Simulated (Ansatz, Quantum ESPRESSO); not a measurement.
Given: the input of a run of Ansatz 0.2.0 on Ir. This isn't the form of Ir at room conditions, which is fcc.

Contents of input.yaml:

```yaml
crystal:
  lattice:
    - [2.7513778946, 0.0, 0.0]
    - [-1.3756889473, 2.3827631521, 0.0]
    - [0.0, 0.0, 4.46229]
  atoms:
    - { symbol: Ir, position: [0.3333333333, 0.6666666667, 0.25] }
    - { symbol: Ir, position: [0.6666666667, 0.3333333333, 0.75] }
hamiltonian:
  xc: pbesol
  pseudopotentials: { kind: paw }
  dispersion: d3bj
kpoints:
  mp_grid: { grid: [11, 11, 6] }
scf:
  occupations: { method: fermi_dirac, width: 0.05 }
output:
  forces: true
  stress: true
  eigenvalues: true
  write_density: true
  write_potential: true
  elf: true
  volumetric_format: npy
relax:
  f_tol: 0.01
  max_steps: 40
  cell: { stress_tol: 0.05 }
```

Potentials or basis: Ansatz PAW.

The run is started by

```bash
$ ansatz run input.yaml --threads 2 --pin off --max-ram 5632MiB --backend cpu --events-out ev --progress --plain --runs-dir out
```

Question: Translate it to Quantum ESPRESSO 7.5 (ASE script). Potentials or basis there: GBRV 1.5 PBEsol, cutoff 612 eV.

Answer: As run (cutoffs and basis follow the program's own potentials, and thresholds, step limits or extra output files can differ):

File run.py:

```python
import numpy as np
from ase.calculators.espresso import Espresso, EspressoProfile
from ase.io import read

atoms = read('POSCAR')

input_data = {
    'control': {'calculation': 'scf', 'prefix': 'pwscf', 'outdir': './tmp', 'tprnfor': True, 'tstress': True, 'disk_io': 'low'},
    'system': {'ecutwfc': 45.0, 'ecutrho': 360.0, 'nbnd': 22, 'occupations': 'smearing', 'smearing': 'fd', 'degauss': 0.00367493, 'vdw_corr': 'grimme-d3', 'dftd3_version': 4},
    'electrons': {'conv_thr': 4e-10, 'electron_maxstep': 120, 'mixing_beta': 0.5},
}
pseudopotentials = {'Ir': 'ir_pbesol_v1.2.uspp.F.UPF'}
profile = EspressoProfile(command='mpirun -n 2 pw.x -nk 2', pseudo_dir='pseudo')
dft = Espresso(profile=profile, input_data=input_data, pseudopotentials=pseudopotentials, kpts=(11, 11, 6), koffset=(0, 0, 0))
atoms.calc = dft

from ase.optimize import BFGS
from ase.filters import FrechetCellFilter
done = BFGS(FrechetCellFilter(atoms), trajectory='opt.traj').run(fmax=0.02, steps=30)
print('converged', done)
print('cell (A)', np.round(atoms.cell.cellpar(), 5))
print(f'energy {atoms.get_potential_energy():.8f} eV')
print('forces (eV/A)')
print(np.round(atoms.get_forces(), 6))
print('stress (eV/A^3, Voigt)')
print(np.round(atoms.get_stress(), 8))
print(f'Fermi level {dft.get_fermi_level():.4f} eV')
```

File POSCAR:

```
Ir
1.0
    2.7513778946      0.0000000000      0.0000000000
   -1.3756889473      2.3827631521      0.0000000000
    0.0000000000      0.0000000000      4.4622900000
Ir
2
Direct
    0.3333333333      0.6666666667      0.2500000000
    0.6666666667      0.3333333333      0.7500000000
```

Potentials or basis: GBRV 1.5 PBEsol.

The run is started by

```bash
$ OMP_NUM_THREADS=1 python run.py
```

Both were run:

|  | Ansatz | Quantum ESPRESSO |
| --- | --- | --- |
| Relaxed volume | 13.82 Å³/atom | 13.90 Å³/atom |
| Relaxed cell | a = 2.700 Å, b = 2.700 Å, c = 4.379 Å, α = 90.00°, β = 90.00°, γ = 120.00° | a = 2.706 Å, b = 2.706 Å, c = 4.386 Å, α = 90.00°, β = 90.00°, γ = 120.00° |
| Space group after relaxing | P6_3/mmc (No. 194) | P6_3/mmc (No. 194) |
| Pressure after relaxing | 0.0 GPa | 0.0 GPa |

Ansatz's pressure holds a Pulay term of +0.07 GPa for its cutoff of 420 eV, which the other run lacks.

The potentials hold 34 and 30 valence electrons a cell.

Ansatz's potentials were made for PBE.

Where Ansatz's input types no cutoff or centring, it takes its own default and a Γ-centred mesh.

Pressure is positive in compression.
